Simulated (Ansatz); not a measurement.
TiPt3:

```
Pt Ti
1.0
     3.89700    0.00000    0.00000
     0.00000    3.89700    0.00000
     0.00000    0.00000    3.89700
Pt Ti
3 1
Direct
  0.50000 0.50000 0.00000
  0.50000 0.00000 0.50000
  0.00000 0.50000 0.50000
  0.00000 0.00000 0.00000
```

- Program: Ansatz 0.2.0
- Task: single point
- Functional: PBEsol
- Potentials or basis: Ansatz PAW
- Cutoff: 420 eV (not typed: the program's choice for these potentials)
- k mesh: 7 × 7 × 7
- Occupations: fermi-dirac, width 0.05 eV
- Spin: no spin polarisation

On this cell: pressure 0.5 GPa; largest force zero by symmetry; band gap on the k mesh none (metal or under the smearing width).

The same run follows on a disturbed copy (atoms moved at random, drawn with an rms of 0.05 Å):

```
CELL_PARAMETERS angstrom
3.89700 0.00000 0.00000
0.00000 3.89700 0.00000
0.00000 0.00000 3.89700
ATOMIC_POSITIONS crystal
Pt 0.49329 0.49556 0.01067
Pt 0.50381 0.99229 0.48674
Pt 0.00851 0.50969 0.50900
Ti 0.98699 0.00532 0.00448
```

Problem. What does the disturbed cell give?

Solution. The energy (extrapolated to zero smearing) moves by +18.7 meV/atom; pressure 1.4 GPa; largest force 0.998 eV/Å; band gap on the k mesh none (metal or under the smearing width).

Forces on the atoms (eV/Å):
```
Pt   0.357 -0.040 -0.734
Pt   0.017  0.622  0.780
Pt  -0.630 -0.494  0.034
Ti   0.255 -0.088 -0.080
```

Stress tensor (GPa, compression positive):
```
 1.21  0.07 -0.19
 0.07  1.61  0.06
-0.19  0.06  1.50
```

Caveats: the PAW data sets come from PBE, with cores solved anew for the run's functional, which leaves a small shift of forces and pressure.
